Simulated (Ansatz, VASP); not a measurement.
**Zn in VASP and in Ansatz**

```
Zn
1.0
     2.61436    0.00000    0.00000
    -1.30718    2.26410    0.00000
     0.00000    0.00000    4.87316
Zn
2
Cartesian
  0.0000 1.5094 1.2183
  1.3072 0.7547 3.6549
```

Alike in both runs: task single point; functional LDA; k mesh 9 × 9 × 4; occupations gaussian, width 0.1 eV; no spin polarisation.

|  | VASP | Ansatz |
| --- | --- | --- |
| version | VASP 6.6.1 | Ansatz 0.2.0 |
| potentials or method | VASP PAW LDA potentials, release 64 (Zn) | scalar-relativistic, plane waves, PAW |
| plane-wave cutoff (eV) | 520 | 420 |
| valence electrons in the cell | 24 | 24 |

```csv
,VASP,Ansatz,Ansatz less VASP
gap on the k mesh at the Fermi level (eV),none,none,-
pressure (GPa),-5.0,-5.6,-0.59
largest component of the traceless stress (GPa),0.55,0.91,+0.367
```

A gap of «none» marks a metal or a gap that the smearing closes. Ansatz warned: «pseudo_functional_mismatch».
